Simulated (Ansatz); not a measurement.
Computed with DFT PBE, scalar-relativistic, plane waves, PAW (Ansatz). All cells share a 420 eV cutoff and Γ-centred k meshes spaced at most about 0.3 Å⁻¹ (about 0.25 or finer for metals, 2π included). No spin polarisation.

These are static total energies at zero pressure.

Two relaxed structures of Na2H3:

1.

```yaml
crystal:
  lattice:
    - [1.66231, 0.95973, 5.86872]
    - [-1.66231, 0.95973, 5.86872]
    - [0.00000, -1.91947, 5.86872]
  atoms:
    - { symbol: Na, position: [0.41361, 0.41361, 0.41361] }
    - { symbol: Na, position: [0.58639, 0.58639, 0.58639] }
    - { symbol: H, position: [0.00000, 0.00000, 0.00000] }
    - { symbol: H, position: [0.16871, 0.16871, 0.16871] }
    - { symbol: H, position: [0.83129, 0.83129, 0.83129] }
```

2.

```yaml
crystal:
  lattice:
    - [3.54340, 0.00000, 0.00000]
    - [0.00000, 3.54340, 0.00000]
    - [0.00000, 0.00000, 7.08426]
  atoms:
    - { symbol: Na, position: [0.00000, 0.00000, 0.71360] }
    - { symbol: Na, position: [0.00000, 0.00000, 0.28640] }
    - { symbol: H, position: [0.50000, 0.00000, 0.50000] }
    - { symbol: H, position: [0.00000, 0.50000, 0.50000] }
    - { symbol: H, position: [0.00000, 0.00000, 0.00000] }
```

Question: Which is lower in energy, and by how much?

Answer: Cell 1 is lower, by 249 meV/atom. Cell 1 has space group R-3m (No. 166), 11.2 Å³/atom and no gap on its mesh; cell 2 has space group P4/mmm (No. 123), 17.8 Å³/atom and no gap. Counting H atoms around Na (those within 1.25 times the shortest such distance or 1.15 times the sum of covalent radii; a plus sign parts nearer from farther groups), cell 1 has Na 9 and cell 2 has Na 1+4. The denser one is the lower, and pressure would at first widen the difference. Even the lower one lies +0.16 eV/atom against the reference forms of the elements (uncorrected), so neither is stable at this level. Both come from invented guesses.

With hydrogen, zero-point motion can shift such differences by 10 meV/atom or more. Cells relaxed within their symmetry can be saddle points.
